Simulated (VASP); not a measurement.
# InSe (R3m) in VASP: further runs

Aim: see how the results for InSe move with the level of theory and the settings. Levels: LDA, PBEsol, TB-mBJ. Tasks: band structure.

Everything below comes from runs of VASP 6.6.1. Logs are shortened: lines on timing, memory, paths and dates and some standing lists are left out, and cuts for length are marked.

**What was measured.**

“The Interaction of Hydrogen with the van der Waals Crystal γ-InSe”, 2020, pmc:7321205 reports, for a bulk crystal of InSe at 300 K: band gap 1.25 eV.

The results are compared with them further down.

### 1 The crystal as given

The structure is trigonal, space group R3m (No. 160). Conventional cell: a = 4.000 Å, b = 4.000 Å, c = 25.320 Å, α = 90.00°, β = 90.00°, γ = 120.00°. Around In (site symmetry 3m) lie 3 Se at 2.63 Å and 1 In at 2.82 Å. Around In (site symmetry 3m) lie 3 Se at 2.64 Å and 1 In at 2.82 Å. Se (site symmetry 3m) has 3 In at 2.63 Å as nearest neighbours. Se (site symmetry 3m) is surrounded by 3 In at 2.64 Å.

### 2 Band structure, LDA

Contents of INCAR:

```
SYSTEM = InSe
ALGO     = Normal         ! electronic algorithm
EDIFF    = 1E-6           ! SCF threshold, eV
ENCUT    = 520            ! plane-wave cutoff, eV
ISIF     = 2              ! what is computed and relaxed
ISMEAR   = 0              ! smearing method
LASPH    = .True.         ! aspherical terms in the spheres
LCHARG   = .False.        ! write CHGCAR
LREAL    = .False.        ! projectors in reciprocal space
LWAVE    = .False.        ! write WAVECAR
NBANDS   = 27             ! bands
NELM     = 60             ! most SCF steps
PREC     = Accurate       ! precision mode
SIGMA    = 0.02           ! smearing width, eV
```

Contents of KPOINTS:

```
k-points
0
Gamma
  8 8 8
  0 0 0
```

Contents of POSCAR:

```
InSe
1.0
    2.0000000000      1.1547005384      8.4400000000
   -2.0000000000      1.1547005384      8.4400000000
    0.0000000000     -2.3094010768      8.4400000000
In Se
2 2
Direct
    0.8886000000      0.8886000000      0.8886000000
    0.0000000000      0.0000000000      0.0000000000
    0.1719000000      0.1719000000      0.1719000000
    0.3835000000      0.3835000000      0.3835000000
```

Contents of KPOINTS_OPT:

```
path GLB1,BZGX,QFP1Z,LP
20
line-mode
reciprocal
 0.0000000000  0.0000000000  0.0000000000  G
 0.5000000000  0.0000000000  0.0000000000  L

 0.5000000000  0.0000000000  0.0000000000  L
 0.5000000000  0.1791451724 -0.1791451724  B1

 0.8208548276  0.5000000000  0.1791451724  B
 0.5000000000  0.5000000000  0.5000000000  Z

 0.5000000000  0.5000000000  0.5000000000  Z
 0.0000000000  0.0000000000  0.0000000000  G

 0.0000000000  0.0000000000  0.0000000000  G
 0.3395725862  0.0000000000 -0.3395725862  X

 0.6604274138  0.3395725862  0.0000000000  Q
 0.5000000000  0.5000000000  0.0000000000  F

 0.5000000000  0.5000000000  0.0000000000  F
 0.6604274138  0.6604274138  0.1791451724  P1

 0.6604274138  0.6604274138  0.1791451724  P1
 0.5000000000  0.5000000000  0.5000000000  Z

 0.5000000000  0.0000000000  0.0000000000  L
 0.8208548276  0.3395725862  0.3395725862  P
```

Potentials or basis: VASP PAW LDA potentials, release 64 (In_d, Se).

Started as:

```sh
$ cat potpaw_LDA.64/In_d/POTCAR potpaw_LDA.64/Se/POTCAR > POTCAR
$ mpirun -np 1 vasp_std > vasp.out
```

OUTCAR:

```text
SYSTEM = InSe
   EDIFF = 1E-6
   ENCUT = 520
   ISIF = 2
   ISMEAR = 0
   LASPH = .True.
   LREAL = .False.
   NELM = 60
   PREC = Accurate

 ion  position               nearest neighbor table
   1  0.889  0.889  0.889-   3 2.63   3 2.63   3 2.63   2 2.82
   2  0.000  0.000  0.000-   4 2.64   4 2.64   4 2.64   1 2.82
   3  0.172  0.172  0.172-   1 2.63   1 2.63   1 2.63
   4  0.383  0.383  0.383-   2 2.64   2 2.64   2 2.64

  LATTYP: Found a trigonal (rhomboedric) cell.
 ALAT       =     8.7502533297
 COS(alpha) =     0.8955162542

  Lattice vectors:

 A1 = (   2.0000000000,   1.1547005384,   8.4400000000)
 A2 = (  -2.0000000000,   1.1547005384,   8.4400000000)
 A3 = (   0.0000000000,  -2.3094010768,   8.4400000000)

Analysis of symmetry for initial positions (statically):
=====================================================================
 Subroutine PRICEL returns:
 Original cell was already a primitive cell.

 Routine SETGRP: Setting up the symmetry group for a
 trigonal (rhombohedral) supercell.

 Subroutine GETGRP returns: Found  6 space group operations
 (whereof  6 operations were pure point group operations)
 out of a pool of 12 trial point group operations.

The static configuration has the point symmetry C_3v.

Analysis of symmetry for dynamics (positions and initial velocities):
=====================================================================
 Subroutine PRICEL returns:
 Original cell was already a primitive cell.

 Routine SETGRP: Setting up the symmetry group for a
 trigonal (rhombohedral) supercell.

 Subroutine GETGRP returns: Found  6 space group operations
 (whereof  6 operations were pure point group operations)
 out of a pool of 12 trial point group operations.

The dynamic configuration has the point symmetry C_3v.

 Subroutine INISYM returns: Found  6 space group operations
 (whereof  6 operations are pure point group operations),
 and found     1 'primitive' translations

----------------------------------------------------------------------------------------

                                     Primitive cell

  volume of cell :     116.9481

  direct lattice vectors                    reciprocal lattice vectors
     2.000000000  1.154700538  8.440000000     0.250000000  0.144337567  0.039494471
    -2.000000000  1.154700538  8.440000000    -0.250000000  0.144337567  0.039494471
     0.000000000 -2.309401077  8.440000000     0.000000000 -0.288675135  0.039494471

  length of vectors
[... 88 lines left out ...]
   EDIFFG = 0.1E-04   stopping-criterion for IOM
   NSW    =      0    number of steps for IOM
   IBRION =     -1    ionic relax: 0-MD 1-quasi-New 2-CG
   NFREE  =      0    steps in history (QN), initial steepest desc. (CG)
   ISIF   =      2    stress and relaxation
   ISYM   =      2    0-nonsym 1-usesym 2-fastsym
   POTIM  = 0.5000    time-step for ionic-motion
   TEBEG  =    0.0;   TEEND  =   0.0 temperature during run
   PSTRESS=    0.0 pullay stress
   NELECT =      38.0000    total number of electrons
   NUPDOWN=      -1.0000    fix difference up-down
   EMIN   =  10.00;   EMAX   =-10.00  energy-range for DOS
   EFERMI =   0.00;   METHOD = LEGACY
   ISMEAR =     0;   SIGMA  =   0.02  broadening in eV -4-tet -1-fermi 0-gaus
   EFERMI_NEDOS =   21; number of points for ismear=-14 and -15
   IALGO  =     38    algorithm
   IMIX   =      4    mixing-type and parameters
     AMIX     =   0.40;   BMIX     =  1.00
     AMIX_MAG =   1.60;   BMIX_MAG =  1.00
  volume/ion in A,a.u.               =      29.24       197.30
  Fermi-wavevector in a.u.,A,eV,Ry     =   1.125481  2.126852 17.234615  1.266709
  Thomas-Fermi vector in A             =   2.262159
   LORBIT       =      0    0 simple, 1 ext, 2 COOP (PROOUT), +10 PAW based schemes
   GGA     = CA    functional components
   LHFCALC =     F    Hartree Fock is set to
   AEXX    =    0.0000 exact exchange contribution
   IVDW    =     0    specifies the selected vdW correction
   LEPSILON=     F    determine dielectric tensor
   LRPA    =     F    only Hartree local field effects (RPA)
 non-spin polarized calculation
 Gauss-broadening in eV      SIGMA  =   0.02
  energy-cutoff  :      520.00
  volume of cell :      116.95
 maximum number of plane-waves:      3176
 NGX is ok and might be reduce to    70
   NGX = 33   NGY = 33   NGZ = 33

 number of electron      37.9999999 magnetization

 Free energy of the ion-electron system (eV)
  ---------------------------------------------------
  ext. energy  EPLUGINS =         0.00000000
  ---------------------------------------------------
  free energy    TOTEN  =       -16.64246479 eV

  energy without entropy =      -16.64246479  energy(sigma->0) =      -16.64246479

 E-fermi :   4.0292     XC(G=0):  -9.2577

 val. band max:        3.9466284503   @ k =   0.5000   0.5000   0.5000
 cond. band min:       4.1739655098   @ k =   0.5000   0.5000   0.5000
 fundamental gap:      0.2273370595
 Fermi energy:         4.0292406404

 k-point     1 :       0.0000    0.0000    0.0000
  band No.  band energies     occupation
      1     -10.7971      2.00000
      2     -10.6231      2.00000
      3     -10.6231      2.00000
      4     -10.5489      2.00000
      5     -10.5489      2.00000
      6     -10.5249      2.00000
[... 709 lines left out ...]
     26      10.2878      0.00000
     27      10.7150      0.00000

 [... further k-points ...]

------------------------ aborting loop because EDIFF is reached ----------------------------------------

  FORCE on cell =-STRESS in cart. coord.  units (eV):
  Direction    XX          YY          ZZ          XY          YZ          ZX
  --------------------------------------------------------------------------------------
  -------------------------------------------------------------------------------------
  Total       -0.7021414     -0.7021414     -1.5763873      0.0000000      0.0000000      0.0000000
  in kB       -9.6192702     -9.6192702    -21.5963540      0.0000000      0.0000000      0.0000000
  external PRESSURE =     -13.6116314 kB  Pullay stress =       0.0000000 kB

 VOLUME and BASIS-vectors are now :
 -----------------------------------------------------------------------------
  energy-cutoff  :      520.00
  volume of cell :      116.95
      direct lattice vectors                 reciprocal lattice vectors
     2.000000000  1.154700538  8.440000000     0.250000000  0.144337567  0.039494471
    -2.000000000  1.154700538  8.440000000    -0.250000000  0.144337567  0.039494471
     0.000000000 -2.309401077  8.440000000     0.000000000 -0.288675135  0.039494471

 POSITION                                       TOTAL-FORCE (eV/Angst)
 -----------------------------------------------------------------------------------
      0.00000      0.00000     22.49935         0.000000     -0.000000      0.253337
      0.00000      0.00000      0.00000         0.000000     -0.000000     -0.235706
      0.00000      0.00000      4.35251         0.000000      0.000000      0.034119
      0.00000      0.00000      9.71022         0.000000     -0.000000     -0.051749
 -----------------------------------------------------------------------------------
    total drift:                               -0.000000      0.000000      0.000081

  FREE ENERGIE OF THE ION-ELECTRON SYSTEM (eV)
  ---------------------------------------------------
  free  energy   TOTEN  =       -16.6424647886 eV

  energy  without entropy=      -16.6424647886  energy(sigma->0) =      -16.64246479
```

OSZICAR:

```text
N       E                     dE             d eps       ncg     rms          rms(c)
DAV:   1     0.335250692801E+03    0.33525E+03   -0.17130E+04  3510   0.154E+03
DAV:   2     0.232966920287E+02   -0.31195E+03   -0.30259E+03  3526   0.383E+02
[... 34 lines left out ...]
       N       E                     dE             ncg
DAV:   1     0.232871435197E+05   -0.42023E+05     2700
DAV:   2     0.775182052870E+04   -0.15535E+05     2765
DAV:   3     0.581996066099E+04   -0.19319E+04     3388
DAV:   4     0.572939469268E+04   -0.90566E+02     3111
DAV:   5     0.572536480580E+04   -0.40299E+01     4125
DAV:   6     0.572531142479E+04   -0.53381E-01     3192
DAV:   7     0.572530881363E+04   -0.26112E-02     4180
DAV:   8     0.572530875941E+04   -0.54220E-04     3323
DAV:   9     0.572530875795E+04   -0.14605E-05     1939
DAV:  10     0.572530875740E+04   -0.55020E-06     1761
```

stdout:

```text
POSCAR found type information on POSCAR InSe
 POSCAR found :  2 types and       4 ions
 scaLAPACK will be used
 LDA part: xc-table for (Slater(with rela. corr.)+CA(PZ))
 , standard interpolation
 POSCAR, INCAR and KPOINTS ok, starting setup
 FFT: planning ... GRIDC
 FFT: planning ... GRID_SOFT
 FFT: planning ... GRID
 WAVECAR not read
 entering main loop
 Start KPOINTS_OPT (optional k-point list driver)
k-point batch [1-65\180]
k-point batch [66-130\180]
k-point batch [131-180\180]
```

It took 43 min on 1 thread of Intel Xeon Platinum 8259CL at 2.50GHz (Skylake/Cascade Lake), shared host; peak memory 0.64 GiB.

Results:

```yaml
Free_energy: -16.6425 eV
Pressure: -1.4 GPa
Largest_force: 0.253 eV/Å
Band_gap_on_the_k_mesh: 0.23 eV, direct
Band_gap_along_the_path: 0.23 eV, direct
```

Forces on the atoms (eV/Å):
```
In   0.000  0.000  0.253
In   0.000  0.000 -0.236
Se   0.000  0.000  0.034
Se   0.000  0.000 -0.052
```

Levels at the corners of the path, in eV from the valence-band top:
```
point  band 16  band 17  band 18  band 19  band 20  band 21  band 22  band 23
    Γ    -1.31    -1.31    -1.21    -1.21     1.56     1.92     4.30     4.30
    L    -2.41    -2.36    -2.25    -1.70     1.09     1.84     3.51     3.87
    L    -2.41    -2.36    -2.25    -1.70     1.09     1.84     3.51     3.87
   B1    -3.71    -2.54    -2.26    -1.77     1.65     2.33     3.29     4.29
    B    -3.71    -2.54    -2.26    -1.77     1.65     2.33     3.29     4.29
    Z    -1.38    -1.14    -1.14     0.00     0.23     1.99     4.22     4.22
    Z    -1.38    -1.14    -1.14     0.00     0.23     1.99     4.22     4.22
    Γ    -1.31    -1.31    -1.21    -1.21     1.56     1.92     4.30     4.30
    Γ    -1.31    -1.31    -1.21    -1.21     1.56     1.92     4.30     4.30
    X    -3.73    -2.58    -2.24    -1.75     1.71     2.24     3.33     4.26
    Q    -3.73    -2.58    -2.24    -1.75     1.71     2.24     3.33     4.26
    F    -2.68    -2.52    -2.07    -1.53     1.03     1.88     3.16     3.50
    F    -2.68    -2.52    -2.07    -1.53     1.03     1.88     3.16     3.50
   P1    -2.61    -2.49    -2.09    -1.66     1.26     1.70     3.23     3.67
   P1    -2.61    -2.49    -2.09    -1.66     1.26     1.70     3.23     3.67
    Z    -1.38    -1.14    -1.14     0.00     0.23     1.99     4.22     4.22
    L    -2.41    -2.36    -2.25    -1.70     1.09     1.84     3.51     3.87
    P    -2.61    -2.49    -2.09    -1.66     1.26     1.70     3.23     3.67
```

Caveat: spin-orbit coupling is left out, which moves the levels of the heavy elements.

(Continued in part 2 of 2.)
